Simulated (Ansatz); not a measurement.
# Cold compression of Al (bcc type)

```xyz
1
Lattice="-1.6179 1.6179 1.6179 1.6179 -1.6179 1.6179 1.6179 1.6179 -1.6179" Properties=species:S:1:pos:R:3 pbc="T T T"
Al    0.0000    0.0000    0.0000
```

The cell comes from a relaxation on PAW files under the same functional, begun from a prototype that needn't be the stable phase.

Its volume is scaled at fixed shape and fractional positions.

All numbers are PBE results (scalar-relativistic) from Ansatz 0.2.0, with a Γ-centred 18×18×18 k mesh, Fermi–Dirac smearing of 0.1 eV, no spin polarisation. Methods: LAPW: all electrons, basis error target 1 meV/atom; PAW: frozen-core files, cutoff 420 eV; crystal datasets: all electrons, by PAW datasets that the program makes for each cell; norm-conserving: pseudopotentials, cutoff 544 eV; PAW (core large): files with a larger core, cutoff 420 eV.

Energies are extrapolated to zero smearing and count from the unscaled cell; pressure is positive in compression; gaps take the mesh and a band path. No temperature or zero-point motion is included.

```
V/V0  V (Å³/atom)  P LAPW (GPa)  ΔE LAPW (eV/atom)  P PAW − LAPW (GPa)  ΔE PAW − LAPW (meV/atom)
1.00        16.94         -0.01              0.000               -0.01                       0.0
0.88        14.91             ?                  ?                   ?                         ?
0.78        13.21          29.1              0.271                0.09                       0.7
0.68        11.52          60.0              0.725                0.24                       2.3
0.58         9.82         117.3              1.630                0.53                       6.3
0.50         8.47         201.2              2.942                0.79                      12.1
0.43         7.28         329.6              4.862                0.63                      17.8
```

Q: Fit the Vinet equation to the LAPW pressures shown (residuals weighted by 1/(|P| + 0.03·Pmax)), and predict the pressure of the withheld row.

A: The fit gives V0 = 16.94 Å³/atom, B0 = 66.4 GPa and B0′ = 4.65. At 14.91 Å³/atom, x = (V/V0)^(1/3) = 0.9583, and P = 3·B0·(1 − x)/x²·exp[1.5·(B0′ − 1)·(1 − x)] = 11.37 GPa. The run itself gave 11.55 GPa (-1.6 % off) and ΔE = 0.065 eV/atom.

Q: At the smallest volume, how far do crystal datasets and norm-conserving and PAW (core large) lie from LAPW in pressure?

A: crystal datasets: 0.00 GPa; norm-conserving: -3.93 GPa; PAW (core large): +0.63 GPa, on a LAPW pressure of 329.6 GPa.

Q: How do the Löwdin populations by LAPW change from the unscaled cell to the last row?

A: Al 2s 1.98 → 1.93, Al 3s 1.00 → 0.68, Al 3p 1.98 → 2.33 electrons an atom. These are projections on the shells that the free atoms fill; 0.04 e a cell lies outside them at the start and 0.08 e at the end.
